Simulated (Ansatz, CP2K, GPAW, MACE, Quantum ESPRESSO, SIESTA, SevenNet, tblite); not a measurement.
## SIESTA runs on generalised stacking fault on (110) of BePd (80 atoms)

Wanted: SIESTA inputs and outputs for generalised stacking fault on (110) of BePd (80 atoms), checked against a plane-wave reference.

Program: SIESTA 5.4.2. Level of theory: the method is named at each step. Results are calculated unless marked as measured.

In doubt: a PseudoDojo file used here is known to give poor structures and forces (step 2), which bears on pressures, cells, forces and phonons.

### 1. The structure

The cell holds 80 atoms: 40 Be and 40 Pd. Cell: a = 5.626 Å, b = 7.956 Å, c = 20.057 Å, α = 90.0°, β = 82.6°, γ = 90.0°. It derives from BePd (CsCl-type). CsCl-type BePd (a = 2.813 Å), cell with z along [110], 2 x 2 x 5 periods; the third cell vector is tilted by 0.917 of [001] and lengthened by 0 Å, so the cell holds one fault; displaced by a Gaussian of 0.01 Å. Then every atom was moved at random, 0.03 Å r.m.s. a Cartesian component. The structure's axis is c.

The yardstick, on the same geometry:

| Item | Value |
| --- | --- |
| method | Kohn-Sham DFT, PBE, PAW, plane waves (Ansatz 0.2.0); cutoff 420 eV, Γ point, fermi-dirac smearing of 0.05 eV; PAW set soft_2 |
| r.m.s. force component | 0.2676 eV/Å |
| longest force | 0.945 eV/Å |
| pressure | 6.837 GPa |
| SCF cycles | 9 |
| time | 23 s on 4 threads of Intel Xeon Platinum 8259CL at 2.50GHz (Skylake/Cascade Lake), shared host |
| CPU time | 56 s |

### 2. PBE, DZ, shift 0.01 Ry, mesh 300 Ry

Method: Kohn-Sham DFT, PBE, PseudoDojo 0.4.1 norm-conserving pseudopotentials (converted to PSML), numerical atomic orbitals (DZ), diagonalisation.

The .psml files are PseudoDojo norm-conserving potentials that we converted to this format, checked against plane waves on the same files for H, C, O, Si, Ge and Ca alone.

File input.fdf:

```
SystemLabel cell
NumberOfAtoms 80
NumberOfSpecies 2
%block ChemicalSpeciesLabel
  1 4 Be
  2 46 Pd
%endblock ChemicalSpeciesLabel
LatticeConstant 1.0 Ang
%block LatticeVectors
  5.62600 0.00000 0.00000
  0.00000 7.95637 0.00000
  2.57856 0.00000 19.89091
%endblock LatticeVectors
PAO.BasisSize DZ
PAO.EnergyShift 0.01 Ry
XC.Functional GGA
XC.Authors PBE
MeshCutoff 300 Ry
%block kgrid_Monkhorst_Pack
  1 0 0 0.0
  0 1 0 0.0
  0 0 1 0.0
%endblock kgrid_Monkhorst_Pack
SolutionMethod diagon
OccupationFunction FD
ElectronicTemperature 580 K
SCF.Mixer.Method Pulay
SCF.Mixer.Weight 0.05
SCF.Mixer.History 8
SCF.Mix Hamiltonian
MaxSCFIterations 300
SCF.DM.Tolerance 1e-04
SCF.H.Tolerance 1.0e-3 eV
WriteForces T
Write.HirshfeldPop T
Write.VoronoiPop T
Write.DM F
Write.H F
XML.Write F
AtomicCoordinatesFormat Fractional
%block AtomicCoordinatesAndAtomicSpecies
  0.53927 0.00646 0.99965 1
  0.20580 0.99251 0.09939 2
  0.03506 0.00483 0.00032 1
  0.69630 0.99659 0.09861 2
  0.53011 0.50017 0.00030 1
  0.21259 0.49592 0.10018 2
  0.04321 0.50029 0.00097 1
  0.70663 0.49925 0.10197 2
  0.95013 0.24706 0.09976 1
  0.16488 0.24810 0.19722 2
  0.46181 0.24601 0.10308 1
  0.65615 0.25025 0.20016 2
  0.91605 0.00386 0.19817 1
  0.11540 0.99958 0.29732 2
  0.40823 0.99051 0.20056 1
  0.61636 0.99898 0.29783 2
  0.95428 0.74896 0.09924 1
  0.16686 0.74759 0.19870 2
  0.45434 0.74722 0.09861 1
  0.66343 0.75397 0.19793 2
  0.90440 0.49980 0.20000 1
  0.11585 0.50574 0.29830 2
  0.41185 0.50044 0.19572 1
  0.61178 0.49819 0.30061 2
  0.86446 0.25198 0.29738 1
  0.06798 0.24936 0.40112 2
  0.36021 0.24326 0.30174 1
  0.57000 0.25578 0.40085 2
  0.81808 0.00528 0.40187 1
  0.01109 0.99933 0.49938 2
  0.31561 0.99501 0.39959 1
  0.51684 0.99762 0.50089 2
  0.86060 0.74610 0.30079 1
  0.06931 0.75290 0.39573 2
  0.37893 0.75061 0.29702 1
  0.56864 0.75037 0.40073 2
  0.81998 0.50383 0.39958 1
  0.02836 0.49663 0.49789 2
  0.31779 0.49672 0.39835 1
  0.51081 0.50045 0.49984 2
  0.78018 0.25179 0.50077 1
  0.97652 0.24321 0.59842 2
  0.26555 0.25190 0.50123 1
  0.47378 0.25837 0.59858 2
  0.72539 0.99653 0.59949 1
  0.92866 0.00081 0.69821 2
  0.22760 0.00166 0.59743 1
  0.43174 0.99740 0.69820 2
  0.77441 0.75746 0.49725 1
  0.97469 0.74686 0.59943 2
  0.27250 0.75168 0.50103 1
  0.47266 0.75316 0.59936 2
  0.72695 0.48802 0.59972 1
  0.92997 0.50210 0.69981 2
  0.22419 0.49679 0.59990 1
  0.42918 0.50321 0.70141 2
[... 20 atom lines left out ...]
  0.58620 0.75180 0.89858 1
  0.79172 0.74875 0.00075 2
  0.09124 0.75033 0.89812 1
  0.28620 0.74519 0.99939 2
%endblock AtomicCoordinatesAndAtomicSpecies
```

Run with:

```
> OMP_NUM_THREADS=1 mpirun -np 2 siesta < input.fdf > output.txt
```

Numbers of over 12 decimals in the logs are rounded to 6 here.

The program printed:

```text
Version         : 5.4.2
reinit: System Name:
reinit: System Label: cell
initatom: Reading input for the pseudopotentials and atomic orbitals ----------
Species number:   1 Atomic number:    4 Label: Be
Species number:   2 Atomic number:   46 Label: Pd
Ground state valence configuration (from tables):   2s02  2p00  3d00  4f00
Ground state valence configuration (from tables):   5s01  5p00  4d09  4f00
---- Processing specs for species: Be
GGA--PBE XC_GGA_X_PBE--XC_GGA_C_PBE pb
Semicore shell(s) with  2 electrons included in the valence for Be
---- Processing specs for species: Pd
GGA--PBE XC_GGA_X_PBE--XC_GGA_C_PBE pb
Semicore shell(s) with  8 electrons included in the valence for Pd
Semicore shell(s): 1s
Semicore shell(s): 4s 4p
Pd pseudopotential only contains V_ls up to l=2 -- lmxkb reset.
Using PAO.SplitTailNorm
%block ChemicalSpeciesLabel
    1    4 Be                      # Species index, atomic number, species label
    2   46 Pd                      # Species index, atomic number, species label
%endblock ChemicalSpeciesLabel
%block PAO.Basis                 # Define Basis set
Be                    2                    # Species label, number of l-shells
 n=1   0   1                         # n, l, Nzeta
   1.877
   1.000
 n=2   0   2                         # n, l, Nzeta
   7.595      5.618
   1.000      1.000
Pd                    4                    # Species label, number of l-shells
 n=4   0   1                         # n, l, Nzeta
   2.568
   1.000
 n=5   0   2                         # n, l, Nzeta
   7.504      5.540
   1.000      1.000
 n=4   1   1                         # n, l, Nzeta
   2.914
   1.000
 n=4   2   2                         # n, l, Nzeta
   4.908      3.224
   1.000      1.000
%endblock PAO.Basis
coor:   Atomic-coordinates input format  =     Fractional
siesta: System type = bulk
initatomlists: Number of atoms, orbitals, and projectors:     80   760  1040
siesta: ******************** Simulation parameters ****************************
Total number of electrons:   880.000000
Total ionic charge:   880.000000
 Kpoints in:            1 . Kpoints trimmed:            1
siesta: k-grid: Number of k-points = 1
siesta: k-points from Monkhorst-Pack grid
siesta: k-cutoff (effective) =     2.813 Ang
siesta: k-point supercell and displacements
siesta: k-grid:     1     0     0      0.000
siesta: k-grid:     0     1     0      0.000
siesta: k-grid:     0     0     1      0.000
                     ====================================
                        Single-point calculation
                     ====================================
outcell: Unit cell vectors (Ang):
        5.626000    0.000000    0.000000
        0.000000    7.956370    0.000000
        2.578560    0.000000   19.890910
outcell: Cell vector modules (Ang)   :    5.626000    7.956370   20.057350
outcell: Cell angles (23,13,12) (deg):     90.0000     82.6136     90.0000
outcell: Cell volume (Ang**3)        :    890.3676
Gamma-point calculation with interaction between periodic images
Gamma-point calculation with interaction between periodic images
Some features might not work optimally:
Some features might not work optimally:
e.g. DM initialization from atomic data
e.g. DM initialization from atomic data
new_DM -- step:     1
Initializing Density Matrix...
Attempting to read DM from file... Failed...
DM filled with atomic data:
InitMesh: MESH = 60 x 90 x 216 = 1166400
InitMesh: Mesh cutoff (required, used) =   300.000   319.627 Ry
stepf: Fermi-Dirac step function
        iscf     Eharris(eV)        E_KS(eV)     FreeEng(eV)     dDmax    Ef(eV) dHmax(eV)
   scf:    1  -161180.187200  -162428.567082  -162429.281621 23.866035 -5.318509  5.666784
   scf:    2  -162421.074219  -162428.226293  -162428.951286  1.602298 -5.416499  9.729998
   scf:    3  -162431.369162  -162433.107928  -162433.853565  0.698315 -5.430744  4.566176
   scf:    4  -162441.744422  -162438.235883  -162438.967104  2.045231 -5.606395  4.250694
   scf:    5  -162437.368255  -162439.550982  -162440.245866  1.451816 -5.706838  5.462712
   scf:    6  -162445.037429  -162443.453212  -162444.033793  2.358759 -5.905639  1.177630
[...]
scf:   26  -162443.709451  -162443.709428  -162444.274783  0.000221 -5.984972  0.000279
   scf:   27  -162443.709469  -162443.709449  -162444.274783  0.000214 -5.984973  0.000206
   scf:   28  -162443.709467  -162443.709458  -162444.274783  0.000098 -5.984974  0.000147
SCF Convergence by DM+H criterion
max |DM_out - DM_in|         :     0.0000980051
max |H_out - H_in|      (eV) :     0.0001470646
SCF cycle converged after 28 iterations
Using DM_out to compute the final energy and forces
siesta: E_KS(eV) =          -162443.7095
siesta: E_KS - E_eggbox =   -162443.7095
siesta: Atomic forces (eV/Ang):
     1   -0.728909   -0.377435   -0.348731
     2   -0.421740    0.014376    0.116129
     3   -0.207029   -0.408699   -0.277905
     4    0.436224    0.376062    0.140973
     5    0.331903    0.026892   -0.083315
     6   -0.598150   -0.224739   -0.219555
[...]
78   -0.354123    0.134419   -0.389273
    79   -0.166037    0.151129    0.223348
    80    0.490680    0.207307   -0.382739
----------------------------------------
   Tot   -0.000370   -0.028030   -0.008623
----------------------------------------
   Max    0.912927
   Res    0.371760    sqrt( Sum f_i^2 / 3N )
----------------------------------------
   Max    0.912927    constrained
Stress tensor Voigt[x,y,z,yz,xz,xy] (kbar):     -472.27      -61.90       63.05        0.57      -14.98        4.49
(Free)E + p*V (eV/cell)  -162357.0023
Target enthalpy (eV/cell)  -162444.2748
siesta: Program's energy decomposition (eV):
siesta: Ebs     =    -35049.328039
siesta: Eions   =    212492.055780
siesta: Ena     =     24496.424878
siesta: Ekin    =     59124.679656
siesta: Enl     =     -8234.508146
siesta: DEna    =       431.510125
siesta: DUscf   =         4.612099
siesta: Ex      =    -24290.537436
siesta: Ec      =     -1483.834854
siesta: Exc     =    -25774.372290
siesta: Eharris =   -162443.709467
siesta: Etot    =   -162443.709458
siesta: FreeEng =   -162444.274783
siesta: Final energy (eV):
siesta:  Band Struct. =  -35049.328039
siesta:       Kinetic =   59124.679656
siesta:       Hartree =   35661.814095
siesta:         Exch. =  -24290.537436
siesta:         Corr. =   -1483.834854
siesta:   Exch.-corr. =  -25774.372290
siesta:  Ion-electron = -142896.489600
siesta:       Ion-ion =  -88559.341318
siesta:         Total = -162443.709458
siesta:         Fermi =      -5.984974
siesta: Stress tensor (static) (eV/Ang**3):
siesta:    -0.294770    0.002805   -0.009353
siesta:     0.002805   -0.038637    0.000358
siesta:    -0.009353    0.000358    0.039352
siesta: Cell volume =        890.367607 Ang**3
siesta: Pressure (static):
siesta:                Solid            Molecule  Units
siesta:           0.00106756          0.00090907  Ry/Bohr**3
siesta:           0.09801848          0.08346668  eV/Ang**3
siesta:         157.04291529        133.72836473  kBar
    Orbital volume contribution        =          43.644095 eV
    (Free)E + p_basis*V_orbitals       =     -162400.630688 eV
    (Free)Eharris+ p_basis*V_orbitals  =     -162400.630697 eV
Hirshfeld Atomic Populations:
Atom #   charge [q] valence [e]  Species
     1    -0.035741    4.035741  Be
     2     0.036637   17.963363  Pd
     3    -0.036478    4.036478  Be
     4     0.038059   17.961941  Pd
     5    -0.037020    4.037020  Be
     6     0.037926   17.962074  Pd
     7    -0.041347    4.041347  Be
     8     0.037678   17.962322  Pd
     9    -0.033535    4.033535  Be
    10     0.035141   17.964859  Pd
    11    -0.037405    4.037405  Be
    12     0.037557   17.962443  Pd
[...]
--------------------
 Total    -0.000220
Voronoi Atomic Populations:
Atom #   charge [q] valence [e]  Species
[...]
75    -0.052612    4.052612  Be
    76     0.048903   17.951097  Pd
    77    -0.045636    4.045636  Be
    78     0.049690   17.950310  Pd
    79    -0.053884    4.053884  Be
    80     0.053542   17.946458  Pd
--------------------
 Total    -0.000221
```

Run time: 2.3 min. Hardware: 2 MPI ranks of Intel Xeon Platinum 8259CL at 2.50GHz (Skylake/Cascade Lake), shared host; peak memory 0.87 GiB; 4.6 min of CPU time.

Banners, paths, timers and routine set-up lines are dropped from the logs unmarked, and long logs keep their key lines alone; longer cuts are marked.

Numbers from this run, and their distance from the reference:

- r.m.s. force component: 0.3718 eV/Å
- r.m.s. difference of force components: 221 meV/Å
- longest difference of force vectors: 787 meV/Å
- force difference over r.m.s. force: 82.56 %
- slope of forces against the reference's: 1.124
- correlation of force components: 0.8092
- pressure: 15.7 GPa
- pressure difference: 8.867 GPa

This is a coarse setting, run to see what it loses.

Length of the force difference by element (eV/Å):

```
element  atoms  mean  most
     Be     40  0.42  0.79
     Pd     40  0.26  0.57
```

A closer look about Pd38, which bears the longest force: 15 atoms, nearest first, numbered in the order of the input, with positions taken from that point.

```
atom      x      y      z  distance (Å)  bonds  Hirshfeld charge (e)     Fx     Fy  Fz (eV/Å)
Pd38   0.00   0.00   0.00          0.00     14                  0.04  -0.72   0.84       0.20
Be43   1.34  -1.95   0.07          2.37     14                 -0.04   0.81  -0.62      -0.31
Be41  -1.39  -1.95   0.06          2.39     14                 -0.04  -0.74  -0.17      -0.42
Be39   1.37   0.00  -1.98          2.41     14                 -0.04   0.21   0.45      -0.04
Be37  -1.43   0.06  -1.96          2.42     14                 -0.04   0.21  -0.36       0.00
Be55   1.36   0.00   2.03          2.45     14                 -0.04  -0.02   0.26      -0.08
Be51   1.38   2.03   0.06          2.46     14                 -0.04  -0.30  -0.22      -0.27
Be53  -1.43  -0.07   2.03          2.48     14                 -0.04  -0.08   0.74      -0.11
Be49  -1.43   2.08  -0.01          2.52     14                 -0.04   0.04  -0.91       0.28
Pd40   2.72   0.03   0.04          2.72     14                  0.04   0.77   0.66       0.29
Pd26  -0.03  -1.97  -1.92          2.75     14                  0.04   0.05  -0.32      -0.47
Pd50  -0.04   1.99   2.02          2.84     14                  0.04  -0.15  -0.25      -0.11
Pd42  -0.03  -2.02   2.00          2.84     14                  0.03   0.07  -0.03       0.72
Pd34  -0.03   2.04  -2.03          2.88     14                  0.04   0.53   0.10       0.55
Pd40  -2.91   0.03   0.04          2.91     14                  0.04   0.77   0.66       0.29
```

Forces lie 83 % from the reference's, at 4.9 times its CPU time (on 2 against 4 cores).

### 3. PBE, DZP, shift 0.01 Ry, mesh 300 Ry

Method: Kohn-Sham DFT, PBE, PseudoDojo 0.4.1 norm-conserving pseudopotentials (converted to PSML), numerical atomic orbitals (DZP), diagonalisation.

Changes to input.fdf since step 2:

```diff
@@ -13,3 +13,3 @@
 %endblock LatticeVectors
-PAO.BasisSize DZ
+PAO.BasisSize DZP
 PAO.EnergyShift 0.01 Ry
```

The program printed:

```text
Version         : 5.4.2
reinit: System Name:
reinit: System Label: cell
initatom: Reading input for the pseudopotentials and atomic orbitals ----------
Species number:   1 Atomic number:    4 Label: Be
Species number:   2 Atomic number:   46 Label: Pd
Ground state valence configuration (from tables):   2s02  2p00  3d00  4f00
[... lines left out ...]
SPLIT: PAO cut-off radius determined from an
SPLIT: energy shift=  0.010000 Ry
Split based on tail norm
   izeta = 1
                 lambda =    1.000000
                     rc =    7.595182
                 energy =   -0.253124
                kinetic =    0.460243
    potential(screened) =   -0.713367
       potential(ionic) =   -3.069244
   izeta = 2
                 rmatch =    5.618426
              splitnorm =    0.150000
                 energy =   -0.129405
                kinetic =    0.771048
    potential(screened) =   -0.900453
       potential(ionic) =   -3.564573
POLgen: Perturbative polarization orbital with L=  1
POLgen: Polarization orbital for state 2s
 POLARIZATION: Iteration to find the polarization
 orbital has failed !!!!!!!!!
 Please try with a Rc no bigger than    1.019249       Bohr
 ... or try the non-perturbative options (see manual)
Generation of polarization orbital failed
Stopping Program from Node:    0
Generation of polarization orbital failed
Stopping Program from Node:    0
```

The job ended after 1.3 s (2 MPI ranks; peak memory 0.2 GiB).

The program stopped at the start. Reason given: Generation of polarization orbital failed Stopping Program from Node:    0.

Further runs of this program without a result: SIESTA RPBE, PBE potentials, DZP, shift 0.01 Ry, mesh 300 Ry (stopped at the start); SIESTA PBE, DZP, shift 0.01 Ry, mesh 100 Ry (stopped at the start).

### 4. What came out

```json
{"force difference from the reference": "SIESTA PBE, DZ, shift 0.01 Ry, mesh 300 Ry (coarse), 83 %", "its CPU time": "4.6 min"}
```

**Reading.** Runs with settings chosen to be coarse differ by 83 % (SIESTA PBE, DZ, shift 0.01 Ry, mesh 300 Ry), their programs' other errors included. In pressure, SIESTA PBE, DZ, shift 0.01 Ry, mesh 300 Ry misses by +8.9 GPa, at the same functional. The potentials hold different valence shells: 800 electrons in the reference, 880 in SIESTA; this bears on time and differences. A potential file of the SIESTA runs is in doubt, which bears on their forces and pressure. The cell is under 6 Å thick along one periodic direction, so every atom has periodic images of itself close by, which move with it and show among its neighbours and in g(r). The reference's stress is far from hydrostatic: its diagonal is 16.4, 0.6, 3.4 GPa, compression counted positive. The host structure and its lattice constant were typed by rule, without a check against the phase diagram. The reference's pressure of 6.8 GPa says that the cell would expand at this level of theory. The electronic-structure runs sample only Γ, in a cell whose shortest periodic width is 6 Å, which is coarse for a cell with partly filled levels.

[Also dropped from logs without a mark: logging warnings of Python, and SIESTA's first energy breakdown and zero terms.]

[Logs are printed without paths, hosts, clocks, repeated set-up lines and the standing remarks that a program may print on its own settings, such as how far it seeks lower states.]

[Hosts, paths, dates, database ids (printed as entryN), source tags and the programs' standing remarks are cut or masked in the printed files.]
